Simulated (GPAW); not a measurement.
Set up this calculation in GPAW 26.7.0, as an ASE script.

| Item | Value |
| --- | --- |
| Task | band structure |
| Functional | PBEsol |
| Potentials or basis | PAW data sets generated in the run's folder for this functional |
| Cutoff | 800 eV |
| Basis | pw |
| k mesh | 4 × 4 × 7 |
| Occupations | fermi-dirac, width 0.05 eV |
| Spin | no spin polarisation |
| Hubbard terms | Ti d U = 2 eV |
| Maxiter | 150 |
| Band path | GXMGZRAZ,XR,MA |
| Band points | 100 |

TiO2:

```xyz
6
Lattice="4.5998 0.0000 0.0000 0.0000 4.5998 0.0000 0.0000 0.0000 2.9592" Properties=species:S:1:pos:R:3 pbc="T T T"
Ti    0.0000    0.0000    1.4796
Ti    2.2999    2.2999    0.0000
O     1.3998    1.3998    1.4796
O     0.9001    3.6997    0.0000
O     3.6997    0.9001    0.0000
O     3.2000    3.2000    1.4796
```

The cell is a database's computed one.

These files were run (other wordings do the same):

run.py

```python
from ase import Atoms
from ase.dft.bandgap import bandgap
from ase.io import write
from ase.units import GPa
from gpaw import GPAW, PW, setup_paths

setup_paths.insert(0, '.')

atoms = Atoms(['Ti', 'Ti', 'O', 'O', 'O', 'O'],
              cell=[[4.5998373239, 0.0, 0.0],
                    [0.0, 4.5998373239, 0.0],
                    [0.0, 0.0, 2.95921356]],
              scaled_positions=[[0.0, 0.0, 0.5],
                                [0.5, 0.5, 0.0],
                                [0.30432132, 0.30432132, 0.5],
                                [0.19567868, 0.80432132, 0.0],
                                [0.80432132, 0.19567868, 0.0],
                                [0.69567868, 0.69567868, 0.5]],
              pbc=True)

calc = GPAW(mode=PW(800),
            xc='PBEsol',
            kpts={'size': (4, 4, 7), 'gamma': True},
            occupations={'name': 'fermi-dirac', 'width': 0.05},
            setups={'Ti': ':d,2.0'},
            nbands=43,
            convergence={'density': 1e-05, 'energy': 1e-05},
            maxiter=150,
            txt='gpaw.txt')
atoms.calc = calc
energy = atoms.get_potential_energy()
forces = atoms.get_forces()
stress = atoms.get_stress()
calc.write('gs.gpw')
write('result.traj', atoms)
print(f'Energy: {energy:.6f} eV')
print('Forces (eV/A):')
print(forces.round(4))
print('Stress (GPa):', (stress / GPa).round(3))
print('Fermi level:', round(calc.get_fermi_level(), 4), 'eV')
print(f'Gap: {bandgap(calc)[0]:.4f} eV, direct: {bandgap(calc, direct=True)[0]:.4f} eV')

path = atoms.cell.bandpath('GXMGZRAZ,XR,MA', npoints=100, eps=1e-4)
bs_calc = calc.fixed_density(kpts=path, symmetry='off', nbands=61,
                             convergence={'bands': 'CBM+6.0', 'eigenstates': 1e-6}, txt='bands.txt')
bs = bs_calc.band_structure()
bs.write('bs.json')
print(f'Gap on the path: {bandgap(bs_calc)[0]:.4f} eV')
```

Potentials or basis: PAW data sets generated in the run's folder for this functional, pw.

Command:

```sh
$ gpaw-setup -f PBEsol O Ti
$ OMP_NUM_THREADS=1 python run.py
```

Results of the run:

The pressure is 0.8 GPa and the band gap on the k mesh is 2.14 eV, direct. The band gap along the path is 2.14 eV, direct.

Wall time 2.8 min on 1 thread of Arm Neoverse V2 (shared host), peak memory 0.7 GiB.
